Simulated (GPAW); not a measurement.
Input of a GPAW 26.7.0 run:

run.py

```python
from ase.dft.bandgap import bandgap
from ase.io import read, write
from ase.units import GPa
from gpaw import GPAW, PW

atoms = read('TiO2.cif')

calc = GPAW(mode=PW(800),
            xc='PBE',
            kpts={'size': (4, 4, 6), 'gamma': True},
            occupations={'name': 'fermi-dirac', 'width': 0.05},
            setups={'Ti': ':d,3.5'},
            nbands=43,
            convergence={'density': 1e-05, 'energy': 1e-05},
            maxiter=150,
            txt='gpaw.txt')
atoms.calc = calc
energy = atoms.get_potential_energy()
forces = atoms.get_forces()
stress = atoms.get_stress()
calc.write('gs.gpw')
write('result.traj', atoms)
print(f'Energy: {energy:.6f} eV')
print('Forces (eV/A):')
print(forces.round(4))
print('Stress (GPa):', (stress / GPa).round(3))
print('Fermi level:', round(calc.get_fermi_level(), 4), 'eV')
print(f'Gap: {bandgap(calc)[0]:.4f} eV, direct: {bandgap(calc, direct=True)[0]:.4f} eV')

path = atoms.cell.bandpath('GXMGZRAZ,XR,MA', npoints=100, eps=1e-4)
bs_calc = calc.fixed_density(kpts=path, symmetry='off', nbands=61,
                             convergence={'bands': 'CBM+6.0', 'eigenstates': 1e-6}, txt='bands.txt')
bs = bs_calc.band_structure()
bs.write('bs.json')
print(f'Gap on the path: {bandgap(bs_calc)[0]:.4f} eV')
```

Contents of TiO2.cif:

```cif
data_TiO2
_cell_length_a 4.59983732
_cell_length_b 4.59983732
_cell_length_c 2.95921356
_cell_angle_alpha 90.00000000
_cell_angle_beta 90.00000000
_cell_angle_gamma 90.00000000
_space_group_name_H-M_alt 'P4_2/mnm'
_space_group_name_Hall '-P 4n 2n'
_space_group_IT_number 136
loop_
_space_group_symop_operation_xyz
'x,y,z'
'-x,-y,-z'
'-y+1/2,x+1/2,z+1/2'
'y+1/2,-x+1/2,-z+1/2'
'-x,-y,z'
'x,y,-z'
'y+1/2,-x+1/2,z+1/2'
'-y+1/2,x+1/2,-z+1/2'
'x+1/2,-y+1/2,-z+1/2'
'-x+1/2,y+1/2,z+1/2'
'-y,-x,-z'
'y,x,z'
'-x+1/2,y+1/2,-z+1/2'
'x+1/2,-y+1/2,z+1/2'
'y,x,-z'
'-y,-x,z'
loop_
_atom_site_label
_atom_site_type_symbol
_atom_site_symmetry_multiplicity
_atom_site_Wyckoff_symbol
_atom_site_fract_x
_atom_site_fract_y
_atom_site_fract_z
_atom_site_occupancy
Ti1 Ti 2 b 0.0000000000 0.0000000000 0.5000000000 1
O1 O 4 g 0.3043213200 0.3043213200 0.5000000000 1
```

Potentials or basis: GPAW PAW data sets (gpaw-data 1.2.1), pw.

Run with:

```bash
$ OMP_NUM_THREADS=1 python run.py
```

Estimate the band gap on the k mesh.

2.43 eV, indirect (least direct gap 2.44 eV).

What does it give for the pressure?

9.2 GPa.

Predict the largest force.

0.079 eV/Å.

What does it give for the band gap along the path?

2.43 eV, indirect (least direct gap 2.44 eV).

Levels at the corners of the path, in eV from the valence-band top:
| point | band 22 | band 23 | band 24 | band 25 | band 26 | band 27 |
| --- | --- | --- | --- | --- | --- | --- |
| Γ | -0.52 | -0.52 | 0.00 | 2.44 | 2.65 | 3.01 |
| X | -1.71 | -0.78 | -0.78 | 3.07 | 3.07 | 3.64 |
| M | -1.43 | -1.18 | -1.18 | 2.43 | 2.43 | 3.12 |
| Γ | -0.52 | -0.52 | 0.00 | 2.44 | 2.65 | 3.01 |
| Z | -2.36 | -1.49 | -1.49 | 3.53 | 3.53 | 3.88 |
| R | -2.02 | -1.09 | -1.09 | 2.48 | 2.48 | 3.93 |
| A | -1.27 | -0.73 | -0.73 | 3.15 | 3.15 | 3.73 |
| Z | -2.36 | -1.49 | -1.49 | 3.53 | 3.53 | 3.88 |
| X | -1.71 | -0.78 | -0.78 | 3.07 | 3.07 | 3.64 |
| R | -2.02 | -1.09 | -1.09 | 2.48 | 2.48 | 3.93 |
| M | -1.43 | -1.18 | -1.18 | 2.43 | 2.43 | 3.12 |
| A | -1.27 | -0.73 | -0.73 | 3.15 | 3.15 | 3.73 |

Caveat: the k mesh is coarse.

**What was measured.**

“Shallow Valence Band of Rutile GeO2 and P-type Doping”, 2020, arxiv:2011.08928 quotes, for a bulk crystal of TiO2 at 1.6 K: band gap 3.03 eV (direct).

Against the measured gap of TiO2, 3.03 eV (direct; 1.6 K; quoted in “Shallow Valence Band of Rutile GeO2 and P-type Doping”, 2020, arxiv:2011.08928), the calculated 2.43 eV is off by -0.60 eV. 2 values of this kind are on record in papers (3.03 to 3.05 eV); this one was drawn at random among those near their median. The value is that of PBE+U, without temperature or zero-point motion. The cell is a database's relaxed one, not the measured one, which moves gaps too.
